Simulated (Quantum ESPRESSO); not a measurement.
The system is TaN.

```xyz
2
Lattice="0.0000 2.1790 2.1790 2.1790 0.0000 2.1790 2.1790 2.1790 0.0000" Properties=species:S:1:pos:R:3 pbc="T T T"
Ta    2.1790    2.1790    2.1790
N     0.0000    0.0000    0.0000
```

- Program: Quantum ESPRESSO 7.5
- Task: Wannier functions
- Functional: PBE
- Potentials or basis: PseudoDojo 0.4.1 SR PBE standard
- Cutoff: 1143 eV
- Density cutoff: 4572 eV
- k mesh: 8 × 8 × 8
- Occupations: fermi-dirac, width 0.05 eV
- Spin: no spin polarisation
- Mixing beta: 0.5
- Most SCF iterations: 120
- SCF threshold: 4e-10 Ry
- k mesh for the Wannier functions: 6 × 6 × 6
- Projections: Ta spd, N sp

Start: atomic projections with disentanglement, frozen window up to 3.0 eV over the reference level; the lowest 4 bands are left out. The reference level is the Fermi level, or the middle of the gap.

Problem. With atomic projections with disentanglement, how many functions result, how localised are they, and how well do they interpolate the bands?

Solution. 13 functions with spreads from 0.56 to 2.29 Å², 16.9 Å² in all; they miss the direct bands by 8 meV (root mean square).

Wannier functions:
| function | nearest atom | distance (Å) | spread (Å²) | on-site energy from the reference level (eV) |
| --- | --- | --- | --- | --- |
| 1 | 1 Ta | 0.00 | 1.91 | 2.19 |
| 2 | 1 Ta | 0.00 | 2.29 | 12.31 |
| 3 | 1 Ta | 0.00 | 2.29 | 12.32 |
| 4 | 1 Ta | 0.00 | 2.29 | 12.32 |
| 5 | 1 Ta | 0.00 | 0.98 | 2.03 |
| 6 | 1 Ta | 0.00 | 1.29 | 0.41 |
| 7 | 1 Ta | 0.00 | 1.29 | 0.41 |
| 8 | 1 Ta | 0.00 | 0.98 | 2.03 |
| 9 | 1 Ta | 0.00 | 1.29 | 0.41 |
| 10 | 2 N | 0.00 | 0.56 | -13.03 |
| 11 | 2 N | 0.00 | 0.58 | -0.79 |
| 12 | 2 N | 0.00 | 0.58 | -0.78 |
| 13 | 2 N | 0.00 | 0.58 | -0.78 |

Parts of the spread (Å²): invariant 10.26, diagonal 0.000, off-diagonal 6.63, total 16.90. Against the direct bands the interpolation misses by 8 meV (root mean square) and 45 meV at most, for states up to 1 eV over the reference level.

Caveat: spin-orbit coupling is left out, which moves the levels of the heavy elements.
